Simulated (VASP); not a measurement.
# CdSe (P6_3mc) in VASP: notebook

Runs on CdSe. Level: PBE. Tasks: single point, relaxation of shape and atoms at fixed volume.

All numbers are computed with VASP 6.6.1; they aren't measurements. Logs are shortened: lines on timing, memory, paths and dates and some standing lists are left out, and cuts for length are marked.

**The experiment to reproduce.**

A printed reference work, data compilation reports, for a bulk crystal of CdSe at 2 K: band gap 1.841 eV.

The results are compared with them further down.

## 1. The cell of the first run

Symmetry: P6_3mc, No. 186, hexagonal system. The conventional cell has a = 4.261 Å, b = 4.261 Å, c = 6.963 Å, α = 90.00°, β = 90.00°, γ = 120.00°. Within 3.4 Å of Cd (site symmetry 3m) lie 4 Se at 2.61 Å. Se (site symmetry 3m) has 4 Cd at 2.61 Å within 3.4 Å.

## 2. Single point, PBE (27.38 Å³/atom)

File INCAR:

```
ALGO = Normal
EDIFF = 1E-6
ENCUT = 520
GGA = PE
ISIF = 2
ISMEAR = 0
LASPH = True
LCHARG = False
LREAL = False
LWAVE = False
NBANDS = 26
NELM = 60
PREC = Accurate
SIGMA = 0.05
```

File KPOINTS:

```
k-points
0
Gamma
  10 10 6
```

File POSCAR:

```
CdSe
1.0
    4.2613738708      0.0000000000      0.0000000000
   -2.1306869354      3.6904580271      0.0000000000
    0.0000000000      0.0000000000      6.9631078931
Cd Se
2 2
Direct
    0.3333333333      0.6666666667      0.0048420126
    0.6666666667      0.3333333333      0.5048420126
    0.3333333333      0.6666666667      0.3801579874
    0.6666666667      0.3333333333      0.8801579874
```

Potentials or basis: VASP PAW PBE potentials, release 64 (Cd, Se).

On the command line:

```sh
$ cat potpaw_PBE.64/Cd/POTCAR potpaw_PBE.64/Se/POTCAR > POTCAR
$ mpirun -np 1 vasp_std > vasp.out
```

OUTCAR:

```text
EDIFF = 1E-6
   ENCUT = 520
   GGA = PE
   ISIF = 2
   ISMEAR = 0
   LASPH = True
   LREAL = False
   NELM = 60
   PREC = Accurate

 ion  position               nearest neighbor table
   1  0.333  0.667  0.005-   4 2.61   4 2.61   4 2.61   3 2.61
   2  0.667  0.333  0.505-   3 2.61   3 2.61   3 2.61   4 2.61
   3  0.333  0.667  0.380-   2 2.61   2 2.61   2 2.61   1 2.61
   4  0.667  0.333  0.880-   1 2.61   1 2.61   1 2.61   2 2.61

  LATTYP: Found a hexagonal cell.
 ALAT       =     4.2613738708
 C/A-ratio  =     1.6340053946

  Lattice vectors:

 A1 = (   4.2613738708,   0.0000000000,   0.0000000000)
 A2 = (  -2.1306869354,   3.6904580271,   0.0000000000)
 A3 = (   0.0000000000,   0.0000000000,   6.9631078931)

Analysis of symmetry for initial positions (statically):
=====================================================================
 Subroutine PRICEL returns:
 Original cell was already a primitive cell.

 Routine SETGRP: Setting up the symmetry group for a
 hexagonal supercell.

 Subroutine GETGRP returns: Found 12 space group operations
 (whereof  6 operations were pure point group operations)
 out of a pool of 24 trial point group operations.

The static configuration has the point symmetry C_3v.
 The point group associated with its full space group is C_6v.

Analysis of symmetry for dynamics (positions and initial velocities):
=====================================================================
 Subroutine PRICEL returns:
 Original cell was already a primitive cell.

 Routine SETGRP: Setting up the symmetry group for a
 hexagonal supercell.

 Subroutine GETGRP returns: Found 12 space group operations
 (whereof  6 operations were pure point group operations)
 out of a pool of 24 trial point group operations.

The dynamic configuration has the point symmetry C_3v.
 The point group associated with its full space group is C_6v.

 Subroutine INISYM returns: Found 12 space group operations
 (whereof  6 operations are pure point group operations),
 and found     1 'primitive' translations

----------------------------------------------------------------------------------------

                                     Primitive cell

  volume of cell :     109.5048

  direct lattice vectors                    reciprocal lattice vectors
     4.261373871  0.000000000  0.000000000     0.234666103  0.135484538  0.000000000
    -2.130686935  3.690458027  0.000000000     0.000000000  0.270969076  0.000000000
     0.000000000  0.000000000  6.963107893     0.000000000  0.000000000  0.143614032

  length of vectors
     4.261373871  4.261373871  6.963107893     0.270969076  0.270969076  0.143614032

  position of ions in fractional coordinates (direct lattice)
     0.333333333  0.666666667  0.004842013
     0.666666667  0.333333333  0.504842013
     0.333333333  0.666666667  0.380157987
     0.666666667  0.333333333  0.880157987

  ion indices of the primitive-cell ions
   primitive index   ion index
                 1           1
                 2           2
                 3           3
                 4           4

----------------------------------------------------------------------------------------

 KPOINTS: k-points

Automatic generation of k-mesh.
 Grid dimensions read from file:
 generate k-points for:   10   10    6

 Generating k-lattice:

  Cartesian coordinates                     Fractional coordinates (reciprocal lattice)
     0.023466610  0.013548454  0.000000000     0.100000000 -0.000000000  0.000000000
     0.000000000  0.027096908  0.000000000     0.000000000  0.100000000  0.000000000
     0.000000000  0.000000000  0.023935672     0.000000000  0.000000000  0.166666667

  Length of vectors
     0.027096908  0.027096908  0.023935672

  Shift w.r.t. Gamma in fractional coordinates (k-lattice)
     0.000000000  0.000000000  0.000000000

 Subroutine IBZKPT returns following result:
 ===========================================

 Found     56 irreducible k-points:

 Following reciprocal coordinates:
            Coordinates               Weight
  0.000000  0.000000  0.000000      1.000000
  0.100000  0.000000  0.000000      6.000000
  0.200000  0.000000  0.000000      6.000000
  0.300000  0.000000  0.000000      6.000000
  0.400000  0.000000  0.000000      6.000000
  0.500000  0.000000  0.000000      3.000000
[... 16 lines left out ...]
  0.300000  0.100000  0.166667     24.000000
  0.400000  0.100000  0.166667     24.000000
 [... further k-points ...]
   k-points           NKPTS =     56   k-points in BZ     NKDIM =     56   number of bands    NBANDS=     26
   number of dos      NEDOS =    301   number of ions     NIONS =      4
   total plane-waves  NPLWV =  55296
   dimension x,y,z NGX =    32 NGY =   32 NGZ =   54
   dimension x,y,z NGXF=    64 NGYF=   64 NGZF=  108
   ions per type =               2   2
   NGX,Y,Z   is equivalent  to a cutoff of  12.48, 12.48, 12.89 a.u.
   NGXF,Y,Z  is equivalent  to a cutoff of  24.97, 24.97, 25.79 a.u.
 SYSTEM =  unknown system
   PREC   = accura    normal or accurate (medium, high low for compatibility)
   ISTART =      0    job   : 0-new  1-cont  2-samecut
   ICHARG =      2    charge: 1-file 2-atom 10-const
   ISPIN  =      1    spin polarized calculation?
   LNONCOLLINEAR =      F non collinear calculations
   LSORBIT =      F    spin-orbit coupling
   LASPH  =      T    aspherical Exc in radial PAW
   ENCUT  =  520.0 eV  38.22 Ry    6.18 a.u.   7.92  7.92 12.95*2*pi/ulx,y,z
   NELM   =     60;   NELMIN=  2; NELMDL= -5     # of ELM steps
   EDIFF  = 0.1E-05   stopping-criterion for ELM
   LREAL  =      F    real-space projection
   EDIFFG = 0.1E-04   stopping-criterion for IOM
   NSW    =      0    number of steps for IOM
   IBRION =     -1    ionic relax: 0-MD 1-quasi-New 2-CG
   NFREE  =      0    steps in history (QN), initial steepest desc. (CG)
   ISIF   =      2    stress and relaxation
   ISYM   =      2    0-nonsym 1-usesym 2-fastsym
   POTIM  = 0.5000    time-step for ionic-motion
   TEBEG  =    0.0;   TEEND  =   0.0 temperature during run
   PSTRESS=    0.0 pullay stress
   NELECT =      36.0000    total number of electrons
   NUPDOWN=      -1.0000    fix difference up-down
   EMIN   =  10.00;   EMAX   =-10.00  energy-range for DOS
   EFERMI =   0.00;   METHOD = LEGACY
   ISMEAR =     0;   SIGMA  =   0.05  broadening in eV -4-tet -1-fermi 0-gaus
   EFERMI_NEDOS =   21; number of points for ismear=-14 and -15
   IALGO  =     38    algorithm
   IMIX   =      4    mixing-type and parameters
     AMIX     =   0.40;   BMIX     =  1.00
     AMIX_MAG =   1.60;   BMIX_MAG =  1.00
  volume/ion in A,a.u.               =      27.38       184.74
  Fermi-wavevector in a.u.,A,eV,Ry     =   1.129877  2.135159 17.369509  1.276623
  Thomas-Fermi vector in A             =   2.266572
   LORBIT       =      0    0 simple, 1 ext, 2 COOP (PROOUT), +10 PAW based schemes
   GGA     = PE    functional components
   LHFCALC =     F    Hartree Fock is set to
   AEXX    =    0.0000 exact exchange contribution
   IVDW    =     0    specifies the selected vdW correction
   LEPSILON=     F    determine dielectric tensor
   LRPA    =     F    only Hartree local field effects (RPA)
 non-spin polarized calculation
 Gauss-broadening in eV      SIGMA  =   0.05
  energy-cutoff  :      520.00
  volume of cell :      109.50
 maximum number of plane-waves:      2973
 NGX is ok and might be reduce to    32
   NGX = 15   NGY = 15   NGZ = 25

 number of electron      36.0000005 magnetization

 Free energy of the ion-electron system (eV)
  ---------------------------------------------------
  ext. energy  EPLUGINS =         0.00000000
  ---------------------------------------------------
  free energy    TOTEN  =       -10.85325968 eV

  energy without entropy =      -10.85325968  energy(sigma->0) =      -10.85325968

 E-fermi :   1.4047     XC(G=0):  -9.0042

 val. band max:        1.1678194756   @ k =   0.0000   0.0000   0.0000
 cond. band min:       1.8916502325   @ k =   0.0000   0.0000   0.0000
 fundamental gap:      0.7238307569
 Fermi energy:         1.4047395281

 k-point     1 :       0.0000    0.0000    0.0000
  band No.  band energies     occupation
      1     -11.5927      2.00000
      2     -11.1911      2.00000
      3      -6.8586      2.00000
      4      -6.8497      2.00000
      5      -6.8497      2.00000
      6      -6.7763      2.00000
[... 18 lines left out ...]
     25       8.2209      0.00000
     26       8.9782      0.00000

 k-point     2 :       0.1000    0.0000    0.0000
  band No.  band energies     occupation
      1     -11.5595      2.00000
      2     -11.1757      2.00000
      3      -6.8485      2.00000
      4      -6.8376      2.00000
      5      -6.8256      2.00000
      6      -6.7620      2.00000
[... 18 lines left out ...]
     25       8.4680      0.00000
     26       8.7698      0.00000

 k-point     3 :       0.2000    0.0000    0.0000
  band No.  band energies     occupation
      1     -11.4699      2.00000
      2     -11.1374      2.00000
      3      -6.8202      2.00000
      4      -6.8082      2.00000
      5      -6.7571      2.00000
      6      -6.7153      2.00000
[... 18 lines left out ...]
     25       8.3957      0.00000
     26       9.1355      0.00000

 k-point     4 :       0.3000    0.0000    0.0000
  band No.  band energies     occupation
      1     -11.3517      2.00000
      2     -11.0958      2.00000
      3      -6.7910      2.00000
      4      -6.7782      2.00000
      5      -6.6815      2.00000
      6      -6.6610      2.00000
[... 18 lines left out ...]
     25       9.0118      0.00000
     26       9.2132      0.00000
[... 496 lines left out ...]
      1     -11.3737      2.00000
      2     -11.1269      2.00000
      3      -6.7903      2.00000
      4      -6.7851      2.00000
      5      -6.7067      2.00000
      6      -6.6949      2.00000
[... 18 lines left out ...]
     25       8.8715      0.00000
     26       9.2269      0.00000

 k-point    23 :       0.3000    0.1000    0.1667
  band No.  band energies     occupation
      1     -11.2649      2.00000
      2     -11.0897      2.00000
      3      -6.7694      2.00000
      4      -6.7608      2.00000
      5      -6.6606      2.00000
      6      -6.6441      2.00000
[... 18 lines left out ...]
     25       8.9526      0.00000
     26       9.5857      0.00000

 k-point    24 :       0.4000    0.1000    0.1667
  band No.  band energies     occupation
      1     -11.1877      2.00000
      2     -11.0762      2.00000
      3      -6.7626      2.00000
      4      -6.7465      2.00000
      5      -6.6315      2.00000
      6      -6.6155      2.00000
[... 18 lines left out ...]
     25       9.2328      0.00000
     26      10.3827      0.00000

 [... further k-points ...]

------------------------ aborting loop because EDIFF is reached ----------------------------------------

  FORCE on cell =-STRESS in cart. coord.  units (eV):
  Direction    XX          YY          ZZ          XY          YZ          ZX
  --------------------------------------------------------------------------------------
  -------------------------------------------------------------------------------------
  Total        3.3228822      3.3228822      3.3393656      0.0000000      0.0000000      0.0000000
  in kB       48.6174862     48.6174862     48.8586561      0.0000000      0.0000000      0.0000000
  external PRESSURE =      48.6978761 kB  Pullay stress =       0.0000000 kB

 VOLUME and BASIS-vectors are now :
 -----------------------------------------------------------------------------
  energy-cutoff  :      520.00
  volume of cell :      109.50
      direct lattice vectors                 reciprocal lattice vectors
     4.261373871  0.000000000  0.000000000     0.234666103  0.135484538  0.000000000
    -2.130686935  3.690458027  0.000000000     0.000000000  0.270969076  0.000000000
     0.000000000  0.000000000  6.963107893     0.000000000  0.000000000  0.143614032

 POSITION                                       TOTAL-FORCE (eV/Angst)
 -----------------------------------------------------------------------------------
     -0.00000      2.46031      0.03372        -0.000000      0.000000      0.003145
      2.13069      1.23015      3.51527         0.000000     -0.000000      0.003145
     -0.00000      2.46031      2.64708        -0.000000      0.000000     -0.003145
      2.13069      1.23015      6.12864        -0.000000     -0.000000     -0.003145
 -----------------------------------------------------------------------------------
    total drift:                               -0.000000     -0.000000      0.000795

  FREE ENERGIE OF THE ION-ELECTRON SYSTEM (eV)
  ---------------------------------------------------
  free  energy   TOTEN  =       -10.8532596786 eV

  energy  without entropy=      -10.8532596786  energy(sigma->0) =      -10.85325968
```

Run time: 2.3 min. Hardware: 1 thread of Intel Xeon 8259CL, shared host; peak memory 0.31 GiB.

Results:

```
Free energy            : -10.8533 eV
Pressure               : 4.9 GPa
Largest force          : 0.003 eV/Å
Band gap on the k mesh : 0.72 eV
```

Forces in eV/Å, atoms in the order of the input:
```
Cd   0.000  0.000  0.003
Cd   0.000  0.000  0.003
Se   0.000  0.000 -0.003
Se   0.000  0.000 -0.003
```

Levels at points of the mesh, in eV from the valence-band top:
| k point | band 14 | band 15 | band 16 | band 17 | band 18 | band 19 | band 20 | band 21 | band 22 | band 23 |
| --- | --- | --- | --- | --- | --- | --- | --- | --- | --- | --- |
| (0.00, 0.00, 0.00) | -0.80 | -0.80 | -0.06 | 0.00 | 0.00 | 0.72 | 2.24 | 5.86 | 5.86 | 6.13 |
| (0.50, 0.00, 0.00) | -3.76 | -2.79 | -1.95 | -1.42 | -0.80 | 3.27 | 3.33 | 4.75 | 6.23 | 6.45 |
| (0.00, 0.00, 0.50) | -2.74 | -0.42 | -0.42 | -0.42 | -0.42 | 2.43 | 2.43 | 5.89 | 5.89 | 6.27 |
| (0.50, 0.00, 0.50) | -4.36 | -1.44 | -1.44 | -1.42 | -1.42 | 2.94 | 2.94 | 4.85 | 4.85 | 7.82 |

Caveat: the cell stands under pressure. Expect the measured gap to be larger: semilocal functionals such as PBE lack the derivative discontinuity.

## 3. Single point, PBE (28.57 Å³/atom)

This run uses another cell than the first one, of 28.57 Å³/atom.

File INCAR:

```
SYSTEM = CdSe
ALGO     = Normal         ! electronic algorithm
EDIFF    = 1E-7           ! SCF threshold, eV
ENCUT    = 520            ! plane-wave cutoff, eV
GGA      = PE             ! functional
ISIF     = 2              ! what is computed and relaxed
ISMEAR   = 0              ! smearing method
LASPH    = .True.         ! aspherical terms in the spheres
LCHARG   = .False.        ! write CHGCAR
LREAL    = .False.        ! projectors in reciprocal space
LWAVE    = .False.        ! write WAVECAR
NBANDS   = 26             ! bands
NELM     = 60             ! most SCF steps
PREC     = Accurate       ! precision mode
SIGMA    = 0.05           ! smearing width, eV
```

File KPOINTS:

```
k-points
0
Gamma
  10 10 6
  0 0 0
```

File POSCAR:

```
CdSe
1.0
    4.3233545385      0.0000000000      0.0000000000
   -2.1616772693      3.7441348599      0.0000000000
    0.0000000000      0.0000000000      7.0590149965
Cd Se
2 2
Direct
    0.3333333333      0.6666666667      0.0046115015
    0.6666666667      0.3333333333      0.5046115015
    0.3333333333      0.6666666667      0.3803884985
    0.6666666667      0.3333333333      0.8803884985
```

Potentials or basis: VASP PAW PBE potentials, release 64 (Cd, Se).

On the command line:

```sh
$ cat potpaw_PBE.64/Cd/POTCAR potpaw_PBE.64/Se/POTCAR > POTCAR
$ mpirun -np 1 vasp_std > vasp.out
```

OUTCAR:

```text
SYSTEM = CdSe
   EDIFF = 1E-7
   ENCUT = 520
   GGA = PE
   ISIF = 2
   ISMEAR = 0
   LASPH = .True.
   LREAL = .False.
   NELM = 60
   PREC = Accurate

 ion  position               nearest neighbor table
   1  0.333  0.667  0.005-   4 2.65   4 2.65   4 2.65   3 2.65
   2  0.667  0.333  0.505-   3 2.65   3 2.65   3 2.65   4 2.65
   3  0.333  0.667  0.380-   2 2.65   2 2.65   2 2.65   1 2.65
   4  0.667  0.333  0.880-   1 2.65   1 2.65   1 2.65   2 2.65

  LATTYP: Found a hexagonal cell.
[... 895 lines left out ...]

  FORCE on cell =-STRESS in cart. coord.  units (eV):
  Direction    XX          YY          ZZ          XY          YZ          ZX
  --------------------------------------------------------------------------------------
  -------------------------------------------------------------------------------------
  Total        1.6432240      1.6432240      1.6251184     -0.0000000      0.0000000      0.0000000
  in kB       23.0404470     23.0404470     22.7865795     -0.0000000      0.0000000      0.0000000
  external PRESSURE =      22.9558245 kB  Pullay stress =       0.0000000 kB

 VOLUME and BASIS-vectors are now :
 -----------------------------------------------------------------------------
  energy-cutoff  :      520.00
  volume of cell :      114.27
      direct lattice vectors                 reciprocal lattice vectors
     4.323354539  0.000000000  0.000000000     0.231301872  0.133542198  0.000000000
    -2.161677269  3.744134860  0.000000000     0.000000000  0.267084397  0.000000000
     0.000000000  0.000000000  7.059014997     0.000000000  0.000000000  0.141662824

 POSITION                                       TOTAL-FORCE (eV/Angst)
 -----------------------------------------------------------------------------------
     -0.00000      2.49609      0.03255         0.000000     -0.000000      0.007791
      2.16168      1.24804      3.56206        -0.000000      0.000000      0.007791
     -0.00000      2.49609      2.68517        -0.000000     -0.000000     -0.007791
      2.16168      1.24804      6.21468        -0.000000      0.000000     -0.007791
 -----------------------------------------------------------------------------------
    total drift:                               -0.000000     -0.000000     -0.000610

  FREE ENERGIE OF THE ION-ELECTRON SYSTEM (eV)
  ---------------------------------------------------
  free  energy   TOTEN  =       -10.9585454530 eV

  energy  without entropy=      -10.9585454530  energy(sigma->0) =      -10.95854545
```

Run time: 2.7 min. Hardware: 1 thread of Intel Xeon 8259CL, shared host; peak memory 0.32 GiB.

Results:

```yaml
Free_energy: -10.9585 eV
Pressure: 2.3 GPa
Largest_force: 0.008 eV/Å
Band_gap_on_the_k_mesh: 0.63 eV
```

Forces in eV/Å, atoms in the order of the input:
```
Cd   0.000  0.000  0.008
Cd   0.000  0.000  0.008
Se   0.000  0.000 -0.008
Se   0.000  0.000 -0.008
```

Levels at points of the mesh, in eV from the valence-band top:
| k point | band 14 | band 15 | band 16 | band 17 | band 18 | band 19 | band 20 | band 21 | band 22 | band 23 |
| --- | --- | --- | --- | --- | --- | --- | --- | --- | --- | --- |
| (0.00, 0.00, 0.00) | -0.74 | -0.74 | -0.05 | 0.00 | 0.00 | 0.63 | 2.19 | 5.86 | 5.86 | 6.13 |
| (0.50, 0.00, 0.00) | -3.59 | -2.60 | -1.81 | -1.30 | -0.74 | 3.18 | 3.33 | 4.77 | 6.08 | 6.45 |
| (0.00, 0.00, 0.50) | -2.63 | -0.39 | -0.39 | -0.39 | -0.39 | 2.34 | 2.34 | 5.83 | 5.83 | 6.26 |
| (0.50, 0.00, 0.50) | -4.14 | -1.33 | -1.33 | -1.31 | -1.31 | 2.93 | 2.93 | 4.85 | 4.85 | 7.69 |

(Continued in part 2 of 2.)
